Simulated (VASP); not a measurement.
# TaS2 (P-3m1) in VASP: notebook

One crystal, TaS2, is run at these levels: rev-vdW-DF2, PBE; tasks: relaxation of cell and atoms.

Everything below comes from runs of VASP 6.6.1. Logs are shortened: lines on timing, memory, paths and dates and some standing lists are left out, and cuts for length are marked.

## 1. The structure

Symmetry: P-3m1, No. 164, trigonal system. The conventional cell has a = 3.350 Å, b = 3.350 Å, c = 5.860 Å, α = 90.00°, β = 90.00°, γ = 120.00°. Around Ta (site symmetry -3m) lie 6 S at 2.43 Å. S (site symmetry 3m) is surrounded by 3 Ta at 2.43 Å.

## 2. Relaxation of cell and atoms, rev-vdW-DF2

Contents of INCAR:

```
PREC = Accurate ; ENCUT = 600
EDIFF = 1E-6 ; ISMEAR = 1
SIGMA = 0.1 ; LREAL = False
LASPH = True ; NELM = 80
ALGO = Normal ; ISIF = 3
LWAVE = False ; LCHARG = False
GGA = MK ; LUSE_VDW = True
AGGAC = 0.0 ; PARAM1 = 0.1234
PARAM2 = 0.711357 ; ZAB_VDW = -1.8867
IBRION = 2 ; NSW = 90
EDIFFG = -0.01
```

Contents of KPOINTS:

```
Automatic mesh
0
Gamma
  15 15 6
```

Contents of POSCAR:

```
TaS2
1.0
    3.3500000000      0.0000000000      0.0000000000
   -1.6750000000      2.9011851000      0.0000000000
    0.0000000000      0.0000000000      5.8600000000
Ta S
1 2
Direct
    0.0000000000      0.0000000000      0.0000000000
    0.3333333300      0.6666666700      0.2500000000
    0.6666666700      0.3333333300      0.7500000000
```

Potentials or basis: VASP PAW PBE potentials, release 64 (Ta_pv, S).

Run with:

```sh
$ cat potpaw_PBE.64/Ta_pv/POTCAR potpaw_PBE.64/S/POTCAR > POTCAR
$ mpirun -np 1 vasp_std > vasp.out
```

OUTCAR:

```text
PREC = Accurate
   ENCUT = 600
   EDIFF = 1E-6
   ISMEAR = 1
   LREAL = False
   LASPH = True
   NELM = 80
   ISIF = 3
   GGA = MK
   IBRION = 2
   NSW = 90
   EDIFFG = -0.01

 ion  position               nearest neighbor table
   1  0.000  0.000  0.000-   2 2.43   3 2.43   2 2.43   3 2.43   3 2.43   2 2.43
   2  0.333  0.667  0.250-   1 2.43   1 2.43   1 2.43
   3  0.667  0.333  0.750-   1 2.43   1 2.43   1 2.43

  LATTYP: Found a hexagonal cell.
 ALAT       =     3.3500000000
 C/A-ratio  =     1.7492537313

  Lattice vectors:

 A1 = (   3.3500000000,   0.0000000000,   0.0000000000)
 A2 = (  -1.6750000000,   2.9011851000,   0.0000000000)
 A3 = (   0.0000000000,   0.0000000000,   5.8600000000)

Analysis of symmetry for initial positions (statically):
=====================================================================
 Subroutine PRICEL returns:
 Original cell was already a primitive cell.

 Routine SETGRP: Setting up the symmetry group for a
 hexagonal supercell.

 Subroutine GETGRP returns: Found 12 space group operations
 (whereof 12 operations were pure point group operations)
 out of a pool of 24 trial point group operations.

The static configuration has the point symmetry D_3d.

Analysis of symmetry for dynamics (positions and initial velocities):
=====================================================================
 Subroutine PRICEL returns:
 Original cell was already a primitive cell.

 Routine SETGRP: Setting up the symmetry group for a
 hexagonal supercell.

 Subroutine GETGRP returns: Found 12 space group operations
 (whereof 12 operations were pure point group operations)
 out of a pool of 24 trial point group operations.

The dynamic configuration has the point symmetry D_3d.

 Subroutine INISYM returns: Found 12 space group operations
 (whereof 12 operations are pure point group operations),
 and found     1 'primitive' translations

----------------------------------------------------------------------------------------

                                     Primitive cell

  volume of cell :      56.9532

  direct lattice vectors                    reciprocal lattice vectors
     3.350000000  0.000000000  0.000000000     0.298507463  0.172343364  0.000000000
    -1.675000000  2.901185100  0.000000000     0.000000000  0.344686728  0.000000000
     0.000000000  0.000000000  5.860000000     0.000000000  0.000000000  0.170648464

  length of vectors
     3.350000000  3.349999998  5.860000000     0.344686728  0.344686728  0.170648464

  position of ions in fractional coordinates (direct lattice)
     0.000000000  0.000000000  0.000000000
     0.333333330  0.666666670  0.250000000
     0.666666670  0.333333330  0.750000000

  ion indices of the primitive-cell ions
   primitive index   ion index
                 1           1
                 2           2
                 3           3

----------------------------------------------------------------------------------------

 KPOINTS: Automatic mesh

Automatic generation of k-mesh.
 Grid dimensions read from file:
 generate k-points for:   15   15    6

 Generating k-lattice:

  Cartesian coordinates                     Fractional coordinates (reciprocal lattice)
     0.019900498  0.011489558  0.000000000     0.066666667  0.000000000  0.000000000
     0.000000000  0.022979115  0.000000000     0.000000000  0.066666667  0.000000000
     0.000000000  0.000000000  0.028441411     0.000000000  0.000000000  0.166666667

  Length of vectors
     0.022979115  0.022979115  0.028441411

  Shift w.r.t. Gamma in fractional coordinates (k-lattice)
     0.000000000  0.000000000  0.000000000

 Subroutine IBZKPT returns following result:
 ===========================================

 Found    146 irreducible k-points:

 Following reciprocal coordinates:
            Coordinates               Weight
  0.000000  0.000000  0.000000      1.000000
  0.066667  0.000000  0.000000      6.000000
  0.133333  0.000000  0.000000      6.000000
  0.200000  0.000000  0.000000      6.000000
  0.266667  0.000000  0.000000      6.000000
  0.333333  0.000000  0.000000      6.000000
[... 16 lines left out ...]
  0.333333  0.200000  0.000000     12.000000
  0.400000  0.200000  0.000000      6.000000
 [... further k-points ...]
   k-points           NKPTS =    146   k-points in BZ     NKDIM =    146   number of bands    NBANDS=     15
   number of dos      NEDOS =    301   number of ions     NIONS =      3
   total plane-waves  NPLWV =  37632
   dimension x,y,z NGX =    28 NGY =   28 NGZ =   48
   dimension x,y,z NGXF=    56 NGYF=   56 NGZF=   96
   ions per type =               1   2
   NGX,Y,Z   is equivalent  to a cutoff of  13.90, 13.90, 13.62 a.u.
   NGXF,Y,Z  is equivalent  to a cutoff of  27.79, 27.79, 27.23 a.u.
 SYSTEM =  unknown system
   PREC   = accura    normal or accurate (medium, high low for compatibility)
   ISTART =      0    job   : 0-new  1-cont  2-samecut
   ICHARG =      2    charge: 1-file 2-atom 10-const
   ISPIN  =      1    spin polarized calculation?
   LNONCOLLINEAR =      F non collinear calculations
   LSORBIT =      F    spin-orbit coupling
   LASPH  =      T    aspherical Exc in radial PAW
   ENCUT  =  600.0 eV  44.10 Ry    6.64 a.u.   6.69  6.69 11.70*2*pi/ulx,y,z
   NELM   =     80;   NELMIN=  2; NELMDL= -5     # of ELM steps
   EDIFF  = 0.1E-05   stopping-criterion for ELM
   LREAL  =      F    real-space projection
   EDIFFG = -.1E-01   stopping-criterion for IOM
   NSW    =     90    number of steps for IOM
   IBRION =      2    ionic relax: 0-MD 1-quasi-New 2-CG
   NFREE  =      1    steps in history (QN), initial steepest desc. (CG)
   ISIF   =      3    stress and relaxation
   ISYM   =      2    0-nonsym 1-usesym 2-fastsym
   POTIM  = 0.5000    time-step for ionic-motion
   TEBEG  =    0.0;   TEEND  =   0.0 temperature during run
   PSTRESS=    0.0 pullay stress
   NELECT =      23.0000    total number of electrons
   NUPDOWN=      -1.0000    fix difference up-down
   EMIN   =  10.00;   EMAX   =-10.00  energy-range for DOS
   EFERMI =   0.00;   METHOD = LEGACY
   ISMEAR =     1;   SIGMA  =   0.10  broadening in eV -4-tet -1-fermi 0-gaus
   EFERMI_NEDOS =   21; number of points for ismear=-14 and -15
   IALGO  =     38    algorithm
   IMIX   =      4    mixing-type and parameters
     AMIX     =   0.40;   BMIX     =  1.00
     AMIX_MAG =   1.60;   BMIX_MAG =  1.00
  volume/ion in A,a.u.               =      18.98       128.11
  Fermi-wavevector in a.u.,A,eV,Ry     =   1.210073  2.286706 19.922686  1.464276
  Thomas-Fermi vector in A             =   2.345631
   LORBIT       =      0    0 simple, 1 ext, 2 COOP (PROOUT), +10 PAW based schemes
   GGA     = MK    functional components
   LHFCALC =     F    Hartree Fock is set to
   AEXX    =    0.0000 exact exchange contribution
   IVDW_NL    =     1    kernel type
   BPARAM     = 6.3000
   IVDW    =     0    specifies the selected vdW correction
   LEPSILON=     F    determine dielectric tensor
   LRPA    =     F    only Hartree local field effects (RPA)
 conjugate gradient relaxation of ions
 non-spin polarized calculation
 Methfessel and Paxton  Order N= 1 SIGMA  =   0.10
  energy-cutoff  :      600.00
  volume of cell :       56.95
 maximum number of plane-waves:      1931
 NGX is ok and might be reduce to    28
   NGX = 13   NGY = 13   NGZ = 23

--------------------------------------- Ionic step        1  -------------------------------------------

 number of electron      22.9999999 magnetization

 Free energy of the ion-electron system (eV)
  ---------------------------------------------------
  ext. energy  EPLUGINS =         0.00000000
  ---------------------------------------------------
  free energy    TOTEN  =       -18.29712433 eV

  energy without entropy =      -18.29652328  energy(sigma->0) =      -18.29692398

------------------------ aborting loop because EDIFF is reached ----------------------------------------

  FORCE on cell =-STRESS in cart. coord.  units (eV):
  Direction    XX          YY          ZZ          XY          YZ          ZX
  --------------------------------------------------------------------------------------
  -------------------------------------------------------------------------------------
  Total        2.0438878      2.0438878      3.6649646      0.0000000     -0.0000000      0.0000000
  in kB       57.4976078     57.4976077    103.1009107      0.0000000     -0.0000000      0.0000000
  external PRESSURE =      72.6987088 kB  Pullay stress =       0.0000000 kB
[... 100 lines left out ...]
  energy  without entropy=      -18.3855860586  energy(sigma->0) =      -18.38588656

Total vdW correction in eV:      2.9697398

[... ionic steps 4 to 13 ...]

--------------------------------------- Ionic step       14  -------------------------------------------

 number of electron      22.9999999 magnetization

------------------------ aborting loop because EDIFF is reached ----------------------------------------
[... 73 lines left out ...]
--------------------------------------- Ionic step       16  -------------------------------------------

 number of electron      22.9999999 magnetization

 Free energy of the ion-electron system (eV)
  ---------------------------------------------------
  ext. energy  EPLUGINS =         0.00000000
  ---------------------------------------------------
  free energy    TOTEN  =       -18.39948303 eV

  energy without entropy =      -18.39904730  energy(sigma->0) =      -18.39933779

 E-fermi :   5.5128     XC(G=0): -10.6543

 val. band max:        5.5022092275   @ k =   0.0667   0.0000   0.0000
 cond. band min:       5.5157140124   @ k =   0.1333   0.1333   0.0000
 fundamental gap:      0.0135047849
 Fermi energy:         5.5128051272

 k-point     1 :       0.0000    0.0000    0.0000
  band No.  band energies     occupation
      1     -29.8050      2.00000
      2     -29.7952      2.00000
      3     -29.7952      2.00000
      4      -9.3839      2.00000
      5      -7.4647      2.00000
      6      -1.4500      2.00000
      7       1.7351      2.00000
      8       1.7351      2.00000
      9       4.2768      2.00000
     10       4.8866      2.00000
     11       4.8866      2.00000
     12       5.4906      1.36555
     13       5.6739     -0.04514
     14       5.6739     -0.04514
[... 401 lines left out ...]
      2     -29.9232      2.00000
      3     -29.7460      2.00000
      4      -7.4352      2.00000
      5      -7.1722      2.00000
      6      -0.7411      2.00000
      7       0.4101      2.00000
      8       1.2720      2.00000
      9       1.5289      2.00000
     10       1.7408      2.00000
     11       2.4384      2.00000
     12       6.1924     -0.00000
     13       7.7563      0.00000
     14       7.9420      0.00000
     15       9.3374      0.00000

 [... further k-points ...]

------------------------ aborting loop because EDIFF is reached ----------------------------------------

  FORCE on cell =-STRESS in cart. coord.  units (eV):
  Direction    XX          YY          ZZ          XY          YZ          ZX
  --------------------------------------------------------------------------------------
  -------------------------------------------------------------------------------------
  Total       -0.0057676     -0.0057676     -0.0116770      0.0000000      0.0000000      0.0000000
  in kB       -0.1611457     -0.1611457     -0.3262546      0.0000000      0.0000000      0.0000000
  external PRESSURE =      -0.2161820 kB  Pullay stress =       0.0000000 kB
[... 22 lines left out ...]
  energy  without entropy=      -18.3990473037  energy(sigma->0) =      -18.39933779

Total vdW correction in eV:      2.8972175

 reached required accuracy - stopping structural energy minimisation
```

It took 22 min on 1 thread of Intel Xeon 6975P-C (Granite Rapids), shared host; peak memory 0.54 GiB.

Results:

* Free energy: -18.3995 eV
* Relaxed volume: 19.11 Å³/atom
* Relaxed cell: a = 3.349 Å, b = 3.349 Å, c = 5.902 Å, α = 90.00°, β = 90.00°, γ = 120.00°
* Space group after relaxing (to 0.05 Å): P-3m1 (No. 164)
* Energy gained by relaxing: 34.1 meV/atom
* Ionic steps: 16
* Pressure after relaxing: 0.0 GPa
* Largest force after relaxing: 0.009 eV/Å
* Band gap on the k mesh: none (metal or under the smearing width)

Forces on the atoms (eV/Å):
```
Ta   0.000  0.000  0.000
S    0.000  0.000 -0.009
S    0.000  0.000  0.009
```

The path:
| step | energy change (eV) | largest force (eV/Å) | pressure (GPa) | volume (Å³) |
| --- | --- | --- | --- | --- |
| 1 | 0.0000 | 1.3293 | 7.27 | 56.95 |
| 2 | 0.1853 | 1.5356 | -11.99 | 64.34 |
| 3 | -0.0889 | 0.1398 | -1.11 | 59.48 |
| 4 | -0.0891 | 0.1792 | -0.87 | 59.38 |
| 5 | -0.0890 | 0.1997 | -0.73 | 59.33 |
| 6 | -0.0978 | 0.1133 | -0.28 | 58.77 |
| 7 | -0.0991 | 0.0653 | -0.04 | 58.46 |
| 8 | -0.0991 | 0.0631 | -0.03 | 58.44 |
| 9 | -0.0997 | 0.0380 | -0.17 | 58.37 |
| 10 | -0.1008 | 0.0364 | -0.57 | 58.18 |
| 11 | -0.1010 | 0.0724 | -0.77 | 58.09 |
| 12 | -0.1011 | 0.0686 | -0.73 | 58.05 |
| 13 | -0.1015 | 0.0579 | -0.61 | 57.92 |
| 14 | -0.1021 | 0.0354 | -0.37 | 57.65 |
| 15 | -0.1022 | 0.0087 | 0.19 | 57.13 |
| 16 | -0.1024 | 0.0094 | -0.02 | 57.34 |

Final structure:
```
Ta S
1.0
     3.34946    0.00000    0.00000
    -1.67473    2.90072    0.00000
     0.00000    0.00000    5.90206
Ta S
1 2
Direct
  0.00000 0.00000 0.00000
  0.33333 0.66667 0.26177
  0.66667 0.33333 0.73823
```

Caveat: the PAW data sets were made with another functional, which shifts forces and pressure a little.

(Continued in part 2 of 2.)
